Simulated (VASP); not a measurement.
# ZrB2 (P6/mmm) in VASP: notebook

The runs below take ZrB2 through relaxation of cell and atoms, with PBEsol.

Everything below comes from runs of VASP 6.6.1. Logs are shortened: lines on timing, memory, paths and dates and some standing lists are left out, and cuts for length are marked.

**1. Starting point**

Symmetry: P6/mmm, No. 191, hexagonal system. Conventional cell: a = 3.170 Å, b = 3.170 Å, c = 3.533 Å, α = 90.00°, β = 90.00°, γ = 120.00°. Zr (site symmetry 6/mmm) has 12 B at 2.54 Å as nearest neighbours. B (site symmetry -6m2) has 3 B at 1.83 Å as nearest neighbours.

**2. Relaxation of cell and atoms, PBEsol**

File INCAR:

```
PREC = Accurate
ENCUT = 520
EDIFF = 1E-7
ISMEAR = 0
SIGMA = 0.1
LREAL = F
LASPH = T
NELM = 60
ALGO = Fast
ISIF = 3
LWAVE = F
LCHARG = F
GGA = PS
IBRION = 2
NSW = 80
EDIFFG = -0.002
KPAR = 4
```

File KPOINTS:

```
regular mesh
0
Gamma
  15 15 12
```

File POSCAR:

```
ZrB2
1.0
    3.1700000000      0.0000000000      0.0000000000
   -1.5850000000      2.7453005300      0.0000000000
    0.0000000000      0.0000000000      3.5330000000
Zr B
1 2
Direct
    0.0000000000      0.0000000000      0.0000000000
    0.3333333300      0.6666666700      0.5000000000
    0.6666666700      0.3333333300      0.5000000000
```

Potentials or basis: VASP PAW PBE potentials, release 64 (Zr_sv, B).

The run is started by

```sh
$ cat potpaw_PBE.64/Zr_sv/POTCAR potpaw_PBE.64/B/POTCAR > POTCAR
$ mpirun -np 4 vasp_std > vasp.out
```

OUTCAR:

```text
PREC = Accurate
   ENCUT = 520
   EDIFF = 1E-7
   ISMEAR = 0
   LREAL = F
   LASPH = T
   NELM = 60
   ISIF = 3
   GGA = PS
   IBRION = 2
   NSW = 80
   EDIFFG = -0.002

 ion  position               nearest neighbor table
   1  0.000  0.000  0.000-   2 2.54   3 2.54   2 2.54   3 2.54   3 2.54   3 2.54   2 2.54   2 2.54
                             3 2.54   3 2.54   2 2.54   2 2.54
   2  0.333  0.667  0.500-   3 1.83   3 1.83   3 1.83   1 2.54   1 2.54   1 2.54   1 2.54   1 2.54
                             1 2.54
   3  0.667  0.333  0.500-   2 1.83   2 1.83   2 1.83   1 2.54   1 2.54   1 2.54   1 2.54   1 2.54
                             1 2.54

  LATTYP: Found a hexagonal cell.
 ALAT       =     3.1700000000
 C/A-ratio  =     1.1145110410

  Lattice vectors:

 A1 = (   3.1700000000,   0.0000000000,   0.0000000000)
 A2 = (  -1.5850000000,   2.7453005300,   0.0000000000)
 A3 = (   0.0000000000,   0.0000000000,   3.5330000000)

Analysis of symmetry for initial positions (statically):
=====================================================================
 Subroutine PRICEL returns:
 Original cell was already a primitive cell.

 Routine SETGRP: Setting up the symmetry group for a
 hexagonal supercell.

 Subroutine GETGRP returns: Found 24 space group operations
 (whereof 24 operations were pure point group operations)
 out of a pool of 24 trial point group operations.

The static configuration has the point symmetry D_6h.

Analysis of symmetry for dynamics (positions and initial velocities):
=====================================================================
 Subroutine PRICEL returns:
 Original cell was already a primitive cell.

 Routine SETGRP: Setting up the symmetry group for a
 hexagonal supercell.

 Subroutine GETGRP returns: Found 24 space group operations
 (whereof 24 operations were pure point group operations)
 out of a pool of 24 trial point group operations.

The dynamic configuration has the point symmetry D_6h.

 Subroutine INISYM returns: Found 24 space group operations
 (whereof 24 operations are pure point group operations),
 and found     1 'primitive' translations

----------------------------------------------------------------------------------------

                                     Primitive cell

  volume of cell :      30.7463

  direct lattice vectors                    reciprocal lattice vectors
     3.170000000  0.000000000  0.000000000     0.315457413  0.182129422  0.000000000
    -1.585000000  2.745300530  0.000000000     0.000000000  0.364258845  0.000000000
     0.000000000  0.000000000  3.533000000     0.000000000  0.000000000  0.283045570

  length of vectors
     3.170000000  3.170000000  3.533000000     0.364258845  0.364258845  0.283045570

  position of ions in fractional coordinates (direct lattice)
     0.000000000  0.000000000  0.000000000
     0.333333330  0.666666670  0.500000000
     0.666666670  0.333333330  0.500000000

  ion indices of the primitive-cell ions
   primitive index   ion index
                 1           1
                 2           2
                 3           3

----------------------------------------------------------------------------------------

 KPOINTS: regular mesh

Automatic generation of k-mesh.
 Grid dimensions read from file:
 generate k-points for:   15   15   12

 Generating k-lattice:

  Cartesian coordinates                     Fractional coordinates (reciprocal lattice)
     0.021030494  0.012141961  0.000000000     0.066666667  0.000000000  0.000000000
     0.000000000  0.024283923  0.000000000     0.000000000  0.066666667  0.000000000
     0.000000000  0.000000000  0.023587131     0.000000000  0.000000000  0.083333333

  Length of vectors
     0.024283923  0.024283923  0.023587131

  Shift w.r.t. Gamma in fractional coordinates (k-lattice)
     0.000000000  0.000000000  0.000000000

 Subroutine IBZKPT returns following result:
 ===========================================

 Found    189 irreducible k-points:

 Following reciprocal coordinates:
            Coordinates               Weight
  0.000000  0.000000  0.000000      1.000000
  0.066667  0.000000  0.000000      6.000000
  0.133333  0.000000  0.000000      6.000000
  0.200000 -0.000000  0.000000      6.000000
  0.266667  0.000000  0.000000      6.000000
  0.333333 -0.000000  0.000000      6.000000
[... 16 lines left out ...]
  0.333333  0.200000  0.000000     12.000000
  0.400000  0.200000  0.000000      6.000000
 [... further k-points ...]
   k-points           NKPTS =    189   k-points in BZ     NKDIM =    189   number of bands    NBANDS=     13
   number of dos      NEDOS =    301   number of ions     NIONS =      3
   total plane-waves  NPLWV =  16128
   dimension x,y,z NGX =    24 NGY =   24 NGZ =   28
   dimension x,y,z NGXF=    48 NGYF=   48 NGZF=   56
   ions per type =               1   2
   NGX,Y,Z   is equivalent  to a cutoff of  12.59, 12.59, 13.18 a.u.
   NGXF,Y,Z  is equivalent  to a cutoff of  25.17, 25.17, 26.35 a.u.
 SYSTEM =  unknown system
   PREC   = accura    normal or accurate (medium, high low for compatibility)
   ISTART =      0    job   : 0-new  1-cont  2-samecut
   ICHARG =      2    charge: 1-file 2-atom 10-const
   ISPIN  =      1    spin polarized calculation?
   LNONCOLLINEAR =      F non collinear calculations
   LSORBIT =      F    spin-orbit coupling
   LASPH  =      T    aspherical Exc in radial PAW
   ENCUT  =  520.0 eV  38.22 Ry    6.18 a.u.   5.89  5.89  6.57*2*pi/ulx,y,z
   NELM   =     60;   NELMIN=  2; NELMDL= -5     # of ELM steps
   EDIFF  = 0.1E-06   stopping-criterion for ELM
   LREAL  =      F    real-space projection
   EDIFFG = -.2E-02   stopping-criterion for IOM
   NSW    =     80    number of steps for IOM
   IBRION =      2    ionic relax: 0-MD 1-quasi-New 2-CG
   NFREE  =      1    steps in history (QN), initial steepest desc. (CG)
   ISIF   =      3    stress and relaxation
   ISYM   =      2    0-nonsym 1-usesym 2-fastsym
   POTIM  = 0.5000    time-step for ionic-motion
   TEBEG  =    0.0;   TEEND  =   0.0 temperature during run
   PSTRESS=    0.0 pullay stress
   NELECT =      18.0000    total number of electrons
   NUPDOWN=      -1.0000    fix difference up-down
   EMIN   =  10.00;   EMAX   =-10.00  energy-range for DOS
   EFERMI =   0.00;   METHOD = LEGACY
   ISMEAR =     0;   SIGMA  =   0.10  broadening in eV -4-tet -1-fermi 0-gaus
   EFERMI_NEDOS =   21; number of points for ismear=-14 and -15
   IALGO  =     68    algorithm
   IMIX   =      4    mixing-type and parameters
     AMIX     =   0.40;   BMIX     =  1.00
     AMIX_MAG =   1.60;   BMIX_MAG =  1.00
  volume/ion in A,a.u.               =      10.25        69.16
  Fermi-wavevector in a.u.,A,eV,Ry     =   1.369519  2.588016 25.518847  1.875582
  Thomas-Fermi vector in A             =   2.495387
   LORBIT       =      0    0 simple, 1 ext, 2 COOP (PROOUT), +10 PAW based schemes
   GGA     = PS    functional components
   LHFCALC =     F    Hartree Fock is set to
   AEXX    =    0.0000 exact exchange contribution
   IVDW    =     0    specifies the selected vdW correction
   LEPSILON=     F    determine dielectric tensor
   LRPA    =     F    only Hartree local field effects (RPA)
 conjugate gradient relaxation of ions
 non-spin polarized calculation
 RMM-DIIS sequential band-by-band and
 Gauss-broadening in eV      SIGMA  =   0.10
  energy-cutoff  :      520.00
  volume of cell :       30.75
 maximum number of plane-waves:       844
 NGX is ok and might be reduce to    24
   NGX = 11   NGY = 11   NGZ = 13

--------------------------------------- Ionic step        1  -------------------------------------------

 number of electron      18.0000000 magnetization

 Free energy of the ion-electron system (eV)
  ---------------------------------------------------
  ext. energy  EPLUGINS =         0.00000000
  ---------------------------------------------------
  free energy    TOTEN  =       -26.39762228 eV

  energy without entropy =      -26.39652829  energy(sigma->0) =      -26.39707529

------------------------ aborting loop because EDIFF is reached ----------------------------------------

  FORCE on cell =-STRESS in cart. coord.  units (eV):
  Direction    XX          YY          ZZ          XY          YZ          ZX
  --------------------------------------------------------------------------------------
  -------------------------------------------------------------------------------------
  Total       -0.6929485     -0.6929485     -0.7945805      0.0000000      0.0000000      0.0000000
  in kB      -36.1092757    -36.1092757    -41.4052774      0.0000000      0.0000000      0.0000000
  external PRESSURE =     -37.8746096 kB  Pullay stress =       0.0000000 kB
[... 281 lines left out ...]
  energy  without entropy=      -26.4023995171  energy(sigma->0) =      -26.40293572

--------------------------------------- Ionic step        9  -------------------------------------------

 number of electron      18.0000000 magnetization

 Free energy of the ion-electron system (eV)
  ---------------------------------------------------
  ext. energy  EPLUGINS =         0.00000000
  ---------------------------------------------------
  free energy    TOTEN  =       -26.40347384 eV

  energy without entropy =      -26.40240205  energy(sigma->0) =      -26.40293794

 E-fermi :  10.5908     XC(G=0): -12.6122

 val. band max:       10.5622380602   @ k =   0.0667   0.0667   0.4167
 cond. band min:      10.6032206088   @ k =   0.4000   0.1333   0.0000
 fundamental gap:      0.0409825486
 Fermi energy:        10.5908234757

 k-point     1 :       0.0000    0.0000    0.0000
  band No.  band energies     occupation
      1     -37.8468      2.00000
      2     -16.0828      2.00000
      3     -15.4973      2.00000
      4     -15.4973      2.00000
      5      -2.1653      2.00000
      6       7.9314      2.00000
      7       7.9314      2.00000
      8       7.9531      2.00000
      9       8.3092      2.00000
     10      14.0669      0.00000
     11      14.0669      0.00000
     12      14.9008      0.00000
     13      14.9008      0.00000
[... 353 lines left out ...]
 k-point    24 :       0.4000    0.2000    0.0000
  band No.  band energies     occupation
      1     -37.7119      2.00000
      2     -16.3767      2.00000
      3     -15.9511      2.00000
      4     -15.8817      2.00000
      5       2.2189      2.00000
      6       2.3955      2.00000
      7       5.0399      2.00000
      8       7.1933      2.00000
      9       9.5965      2.00000
     10      10.3564      1.99909
     11      13.3881      0.00000
     12      14.8213      0.00000
     13      17.1023      0.00000

 [... further k-points ...]

------------------------ aborting loop because EDIFF is reached ----------------------------------------

  FORCE on cell =-STRESS in cart. coord.  units (eV):
  Direction    XX          YY          ZZ          XY          YZ          ZX
  --------------------------------------------------------------------------------------
  -------------------------------------------------------------------------------------
  Total        0.0022906      0.0022906      0.0006005      0.0000000     -0.0000000      0.0000000
  in kB        0.1212576      0.1212576      0.0317892      0.0000000     -0.0000000      0.0000000
  external PRESSURE =       0.0914348 kB  Pullay stress =       0.0000000 kB
[... 18 lines left out ...]
  FREE ENERGIE OF THE ION-ELECTRON SYSTEM (eV)
  ---------------------------------------------------
  free  energy   TOTEN  =       -26.4034738410 eV

  energy  without entropy=      -26.4024020464  energy(sigma->0) =      -26.40293794

 reached required accuracy - stopping structural energy minimisation
```

Run time: 55 s. Hardware: 4 MPI ranks of Intel Xeon 6975P-C (Granite Rapids), shared host; peak memory 0.2 GiB.

What came out:

| Quantity | Value |
| --- | --- |
| Free energy | -26.4035 eV |
| Relaxed volume | 10.09 Å³/atom |
| Relaxed cell | a = 3.156 Å, b = 3.156 Å, c = 3.509 Å, α = 90.00°, β = 90.00°, γ = 120.00° |
| Space group after relaxing (to 0.05 Å) | P6/mmm (No. 191) |
| Energy gained by relaxing | 2.0 meV/atom |
| Ionic steps | 9 |
| Pressure after relaxing | 0.0 GPa |
| Band gap on the k mesh | none (metal or under the smearing width) |

Step by step:
```
step  energy change (eV)  largest force (eV/Å)  pressure (GPa)  volume (Å³)
   1              0.0000                0.0000           -3.79        30.75
   2              0.0033                0.0000            5.09        29.68
   3             -0.0058                0.0000            0.01        30.27
   4             -0.0058                0.0000            0.10        30.26
   5             -0.0058                0.0000            0.07        30.26
   6             -0.0059                0.0000            0.07        30.26
   7             -0.0059                0.0000            0.07        30.26
   8             -0.0058                0.0000           -0.07        30.27
   9             -0.0059                0.0000            0.01        30.27
```

Final structure:
```
CELL_PARAMETERS angstrom
3.15606 0.00000 0.00000
-1.57803 2.73322 0.00000
0.00000 0.00000 3.50858
ATOMIC_POSITIONS crystal
Zr 0.00000 0.00000 0.00000
B 0.33333 0.66667 0.50000
B 0.66667 0.33333 0.50000
```

Levels at points of the mesh, in eV from the Fermi level:
```
           k point  band 5  band 6  band 7  band 8  band 9  band 10  band 11  band 12  band 13
(0.00, 0.00, 0.00)  -12.76   -2.66   -2.66   -2.64   -2.28     3.48     3.48     4.31     4.31
(0.00, 0.00, 0.50)  -10.62   -7.00   -0.94   -0.94    0.30     0.30     0.79     0.79     1.91
```

Caveat: the PAW data sets were made with another functional, which shifts forces and pressure a little.

**3. Relaxation of cell and atoms, PBEsol**

This run uses another cell than the first one, of 10.09 Å³/atom, 0.984 times its volume.

INCAR is that of step 2.

KPOINTS is that of step 2.

File POSCAR:

```
ZrB2                                    
1.0
    3.1560562963     -0.0000000000      0.0000000000
   -1.5780281481      2.7332249284     -0.0000000000
   -0.0000000000     -0.0000000000      3.5085803727
  Zr              B             
     1     2
Direct
     0.0000000000000000    0.0000000000000000    0.0000000000000000
     0.3333333300000021    0.6666666699999979    0.5000000000000000
     0.6666666699999979    0.3333333300000021    0.5000000000000000
```

Potentials or basis: VASP PAW PBE potentials, release 64 (Zr_sv, B).

The run is started by

```sh
$ cat potpaw_PBE.64/Zr_sv/POTCAR potpaw_PBE.64/B/POTCAR > POTCAR
$ mpirun -np 4 vasp_std > vasp.out
```

OUTCAR:

```text
PREC = Accurate
   ENCUT = 520
   EDIFF = 1E-7
   ISMEAR = 0
   LREAL = F
   LASPH = T
   NELM = 60
   ISIF = 3
   GGA = PS
   IBRION = 2
   NSW = 80
   EDIFFG = -0.002

 ion  position               nearest neighbor table
   1  0.000  0.000  0.000-   2 2.53   3 2.53   2 2.53   3 2.53   3 2.53   3 2.53   2 2.53   2 2.53
                             3 2.53   3 2.53   2 2.53   2 2.53
   2  0.333  0.667  0.500-   3 1.82   3 1.82   3 1.82   1 2.53   1 2.53   1 2.53   1 2.53   1 2.53
                             1 2.53
[... 589 lines left out ...]
  Direction    XX          YY          ZZ          XY          YZ          ZX
  --------------------------------------------------------------------------------------
  -------------------------------------------------------------------------------------
  Total        0.0010802      0.0010802      0.0003172      0.0000000     -0.0000000      0.0000000
  in kB        0.0571800      0.0571800      0.0167922      0.0000000     -0.0000000      0.0000000
  external PRESSURE =       0.0437174 kB  Pullay stress =       0.0000000 kB

 VOLUME and BASIS-vectors are now :
 -----------------------------------------------------------------------------
  energy-cutoff  :      520.00
  volume of cell :       30.27
      direct lattice vectors                 reciprocal lattice vectors
     3.156056296  0.000000000  0.000000000     0.316851129  0.182934084  0.000000000
    -1.578028148  2.733224928  0.000000000     0.000000000  0.365868169  0.000000000
     0.000000000  0.000000000  3.508580373     0.000000000  0.000000000  0.285015560

 POSITION                                       TOTAL-FORCE (eV/Angst)
 -----------------------------------------------------------------------------------
      0.00000      0.00000      0.00000         0.000000      0.000000      0.000000
     -0.00000      1.82215      1.75429        -0.000000     -0.000000      0.000000
      1.57803      0.91107      1.75429        -0.000000      0.000000     -0.000000
 -----------------------------------------------------------------------------------
    total drift:                                0.000000     -0.000000     -0.000000

  FREE ENERGIE OF THE ION-ELECTRON SYSTEM (eV)
  ---------------------------------------------------
  free  energy   TOTEN  =       -26.4031071944 eV

  energy  without entropy=      -26.4020351987  energy(sigma->0) =      -26.40257120

 reached required accuracy - stopping structural energy minimisation
```

CONTCAR:

```text
ZrB2
   1.00000000000000
     3.1560562963000001    0.0000000000000000    0.0000000000000000
    -1.5780281481000000    2.7332249283999999    0.0000000000000000
     0.0000000000000000    0.0000000000000000    3.5085803727000000
  Zr              B
     1     2
Direct
     0.0000000000000000    0.0000000000000000    0.0000000000000000
     0.3333333300000021    0.6666666699999979    0.5000000000000000
     0.6666666699999979    0.3333333300000021    0.5000000000000000

  0.00000000E+00  0.00000000E+00  0.00000000E+00
  0.00000000E+00  0.00000000E+00  0.00000000E+00
  0.00000000E+00  0.00000000E+00  0.00000000E+00
```

Wall time 14 s (4 MPI ranks of Intel Xeon 6975P-C (Granite Rapids), shared host); peak memory 0.19 GiB.

What came out:

| Property | Result |
| --- | --- |
| Free energy | -26.4031 eV |
| Pressure after relaxing | 0.0 GPa |
| Band gap on the k mesh | none (metal or under the smearing width) |

Final structure:
```cif
data_structure
_symmetry_space_group_name_H-M 'P 1'
_symmetry_Int_Tables_number 1
_cell_length_a 3.1561
_cell_length_b 3.1561
_cell_length_c 3.5086
_cell_angle_alpha 90.000
_cell_angle_beta 90.000
_cell_angle_gamma 120.000
_cell_volume 30.27
loop_
_atom_site_label
_atom_site_type_symbol
_atom_site_fract_x
_atom_site_fract_y
_atom_site_fract_z
_atom_site_occupancy
Zr1 Zr 0.00000 0.00000 0.00000 1
B1 B 0.33333 0.66667 0.50000 1
B2 B 0.66667 0.33333 0.50000 1
```

Caveat: the relaxation stopped at its first step, so nothing moved; the PAW data sets were made with another functional, which shifts forces and pressure a little.
